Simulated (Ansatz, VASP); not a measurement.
## Two plane-wave programs on Si

```
Si
1.0
     1.91443   -5.35268    0.00000
     1.91443    5.35268    0.00000
     0.00000    0.00000   12.67273
Si
12
Cartesian
  1.9144 -2.7541 11.9771
  1.9144 2.7541 0.6956
  1.9144 -2.7541 7.0320
  1.9144 2.7541 5.6407
  1.9144 0.7635 1.9931
  1.9144 -0.7635 10.6797
  1.9144 0.7635 4.3433
  1.9144 -0.7635 8.3294
  1.9144 -5.0451 11.5242
  1.9144 5.0451 1.1485
  1.9144 -5.0451 7.4849
  1.9144 5.0451 5.1878
```

Alike in both runs: task single point; functional PBE; k mesh 6 × 6 × 2; occupations gaussian, width 0.1 eV; no spin polarisation.

|  | VASP | Ansatz |
| --- | --- | --- |
| version | VASP 6.6.1 | Ansatz 0.2.0 |
| potentials or method | VASP PAW PBE potentials, release 64 (Si) | scalar-relativistic, plane waves, PAW |
| plane-wave cutoff (eV) | 520 | 420 |
| valence electrons in the cell | 48 | 48 |

|  | VASP | Ansatz | Ansatz less VASP |
| --- | --- | --- | --- |
| gap on the k mesh at the Fermi level (eV) | 0.51 | 0.51 | 0.000 |
| least direct gap on the mesh (eV) | 0.57 | 0.57 | +0.001 |
| pressure (GPa) | 1.3 | 1.4 | +0.07 |
| largest component of the traceless stress (GPa) | 0.15 | 0.15 | -0.009 |
| rms of the force components (eV/Å) | 0.013 | 0.014 | +0.0008 |

Atom by atom the forces differ by 0.001 eV/Å (rms over components). With one functional, cell and mesh, what is left measures potentials, basis and numerics.

A k mesh can miss the band edges. PBE gaps usually lie below the measured ones, often by a third to a half.
